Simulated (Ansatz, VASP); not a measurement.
Cs in VASP and in Ansatz

```xyz
1
Lattice="-2.5954 2.5954 2.5954 2.5954 -2.5954 2.5954 2.5954 2.5954 -2.5954" Properties=species:S:1:pos:R:3 pbc="T T T"
Cs    0.0000    0.0000    0.0000
```

Change from the starting cell: volume scaled by 0.6, norm-conserving files.

Alike in both runs: task single point; functional PBE; k mesh 9 × 9 × 9; occupations fermi-dirac, width 0.05 eV; no spin polarisation.

|  | VASP | Ansatz |
| --- | --- | --- |
| version | VASP 6.6.1 | Ansatz 0.2.0 |
| potentials or method | VASP PAW PBE potentials, release 64 (Cs_sv) | norm-conserving pseudopotentials, scalar-relativistic |
| plane-wave cutoff (eV) | 520 | 680 |
| valence electrons in the cell | 9 | 9 |

|  | VASP | Ansatz | Ansatz less VASP |
| --- | --- | --- | --- |
| pressure (GPa) | 2.3 | 2.3 | +0.01 |

Spin-orbit coupling is left out, which matters for the levels of Cs.
